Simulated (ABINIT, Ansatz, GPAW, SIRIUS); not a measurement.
# Cu: programs and potentials compared

```
Cu
1.0
     2.53410    0.00000    0.00000
    -1.26705    2.19459    0.00000
     0.00000    0.00000    4.11257
Cu
2
Direct
  0.66667 0.33333 0.75000
  0.33333 0.66667 0.25000
```

This isn't the form of Cu at room conditions, which is fcc.

Alike in all runs: task single point; functional PBEsol; k mesh 12 × 12 × 7; occupations fermi-dirac, width 0.05 eV; no spin polarisation; no spin-orbit coupling. Pressure is positive in compression and, in plane waves, holds the error of the finite cutoff.

```
                                        program and potentials  plane-wave cutoff (eV)                                                                                 notes  pressure (GPa)
SIRIUS, PseudoDojo 0.4.1 PBEsol standard (scalar relativistic)                    1254                                               19 valence electrons an atom on average           -1.73
                Ansatz, all-electron LAPW, scalar-relativistic                       -                                                                                     -           -1.43
             GPAW, PAW data sets generated for this functional                     600  11 valence electrons an atom on average; this data set often lies off other programs            0.62
               ABINIT, PseudoDojo NC SR PBEsol v0.4.1 standard                    1252                                               19 valence electrons an atom on average           -1.78
```

The pressure spans -1.78 (ABINIT, PseudoDojo NC SR PBEsol v0.4.1 standard) to 0.62 GPa (GPAW, PAW data sets generated for this functional), with all-electron results at -1.43. The pressure on the cell as given of GPAW, PAW data sets generated for this functional lies far from the others; the cause wasn't traced.

Differences between rows come from potentials, basis sets and numerical settings, since the functional is the same but for its coding. Runs on potential files found faulty are left out.
